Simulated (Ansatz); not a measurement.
# SnSe: one candidate of a structure search

Where does this trial cell of SnSe go when cell and atoms are let free?

Program: Ansatz 0.2.0. Level of theory: DFT PBE, scalar-relativistic, plane waves, PAW. These are calculated values, not measurements.

1 further run of the same task is left out (it didn't finish).

### 1 Starting point

It takes space group F-43m (No. 216, cubic). The conventional cell has a = 6.242 Å, b = 6.242 Å, c = 6.242 Å, α = 90.00°, β = 90.00°, γ = 90.00°. Around Sn (site symmetry -43m) lie 4 Se at 2.70 Å. Se (site symmetry -43m) is surrounded by 4 Sn at 2.70 Å.

As a file:

```cif
data_structure
_symmetry_space_group_name_H-M 'F-43m'
_symmetry_Int_Tables_number 216
_cell_length_a 6.2423
_cell_length_b 6.2423
_cell_length_c 6.2423
_cell_angle_alpha 90.000
_cell_angle_beta 90.000
_cell_angle_gamma 90.000
_cell_volume 243.24
loop_
_atom_site_label
_atom_site_type_symbol
_atom_site_symmetry_multiplicity
_atom_site_Wyckoff_symbol
_atom_site_fract_x
_atom_site_fract_y
_atom_site_fract_z
_atom_site_occupancy
Sn1 Sn 4 a 0.00000 0.00000 0.00000 1
Se1 Se 4 c 0.25000 0.25000 0.25000 1
```

A structure generator made this guess: ordered vacancies on the anion sites of fluorite (F-43m, No. 216). The dimensions are guesses.

### 2 The guess as it stands, on a coarse mesh

File input.yaml:

```yaml
crystal:
  lattice:
    - [0.0, 3.12115556, 3.12115556]
    - [3.12115556, 0.0, 3.12115556]
    - [3.12115556, 3.12115556, 0.0]
  atoms:
    - { symbol: Sn, position: [0.0, 0.0, 0.0] }
    - { symbol: Se, position: [0.75, 0.75, 0.75] }
basis:
  ecutwfc: 420
kpoints:
  mp_grid: { grid: [6, 6, 6] }
hamiltonian:
  xc: pbe
scf:
  occupations: { method: gaussian, width: 0.1 }
  lower_state_search: "off"
output:
  forces: true
  stress: true
  eigenvalues: true
```

Launch:

```
$ ansatz run input.yaml --threads 1 --pin off --max-ram 2048MiB --backend cpu --events-out ev --progress --plain --runs-dir out
```

Further runs follow: coarse relaxation; relaxation on the finer mesh.

**Question.** What will these runs give? Wanted: conventional cell; volume; energy over the elements, grey Sn; gap on the mesh.

The runs gave:

```
                              quantity                                                                      value
symmetry at the end (tolerance 0.02 Å)                                                space group F-43m (No. 216)
                     conventional cell  a = 6.782 Å, b = 6.782 Å, c = 6.782 Å, α = 90.00°, β = 90.00°, γ = 90.00°
                                volume                                                              38.99 Å³/atom
     energy over the elements, grey Sn                                                              -0.20 eV/atom
                       gap on the mesh                                                                    0.12 eV
```

**Reading.** The space group F-43m (No. 216) is kept, and the volume per atom grows by 28.2 % from the first guess. A negative formation energy is needed for stability but isn't enough; other structures and compounds were not set against it here. No finished test with a distortion of lower symmetry is shown, so the end may be a saddle point.
